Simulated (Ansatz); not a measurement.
The first iterations of a band of a periodic cell of 26 atoms, Sn4HO8 (surface SnO2(110), adsorbate H2, already come apart at the first end).

Method: DFT PBE, scalar-relativistic, plane waves, PAW (Ansatz 0.2.0). Settings: PAW set soft_1, cutoff 420 eV, k mesh 2x2x1, gaussian smearing 0.05 eV, no spin polarisation.

```yaml
movable_images: 3
climbing_image: yes
spring: 5.0 eV/Å²
optimiser: quadratic models (default)
start_path: default
force_threshold: 0.05 eV/Å
iteration_limit: 8
end_points: relaxed
atoms_held: 1, 2, 4, 5, 6, 13, 14, 16, 17, 18
```

First end point:

```xyz
26
Lattice="6.7005 0.0000 0.0000 0.0000 6.3730 0.0000 0.0000 0.0000 18.4040" Properties=species:S:1:pos:R:3
Sn 0.000 0.000 1.000
Sn 3.350 1.593 1.000
O 0.118 0.018 2.991
O 1.297 1.593 1.000
O 3.350 0.000 2.297
O 5.404 1.593 1.000
Sn 3.419 -0.009 4.619
Sn 0.037 1.562 4.465
O 3.653 -0.335 6.560
O 4.683 1.587 4.221
O 6.661 -0.014 5.703
O 2.105 1.623 4.520
Sn 0.000 3.187 1.000
Sn 3.350 4.780 1.000
O 0.091 3.169 3.042
O 1.297 4.780 1.000
O 3.350 3.187 2.297
O 5.404 4.780 1.000
Sn 3.436 3.202 4.527
Sn 0.021 4.811 4.427
O 4.025 3.333 6.465
O 4.692 4.796 4.063
O 6.584 3.199 5.773
O 2.081 4.749 4.403
H 3.831 4.273 6.756
H 5.653 3.224 6.210
```

Last end point:

Only the atoms that move by more than 0.05 Å are listed.
```
O3 0.000 0.000 2.974
Sn7 3.350 0.000 4.699
Sn8 0.000 1.503 4.381
O9 3.350 0.000 6.657
O10 4.673 1.603 4.319
O12 2.028 1.603 4.319
O15 0.000 3.187 3.140
Sn19 3.350 3.187 4.550
Sn20 0.000 4.870 4.381
O21 3.350 3.187 6.530
O22 4.673 4.770 4.319
O23 6.701 3.187 6.120
O24 2.028 4.770 4.319
H25 5.878 3.187 6.677
H26 7.523 3.186 6.677
```

| iteration | highest image above the first end (eV) | largest band force component (eV/Å) |
| --- | --- | --- |
| 1 | 24.568 | 184.915 |
| 2 | 2.558 | 5.961 |

Does the band converge within its limit, and where does its top end?

It did not converge within its limit. It ended after 8 iterations with the highest image 2.463 eV above the first end. The band didn't meet its force threshold, so its energies are provisional: the largest band force was still 0.89 eV/Å, and over the last iterations the top stayed at 2.46 eV. Limits of this set-up: coarse k mesh, thin slab, slab without dipole correction, no dispersion correction for a molecule that may bind weakly, a typed lattice constant that wasn't relaxed here.

Time of the run: 6.3 min on 4 threads of Arm Neoverse V2, on a shared host, peak memory 3.1 GiB.
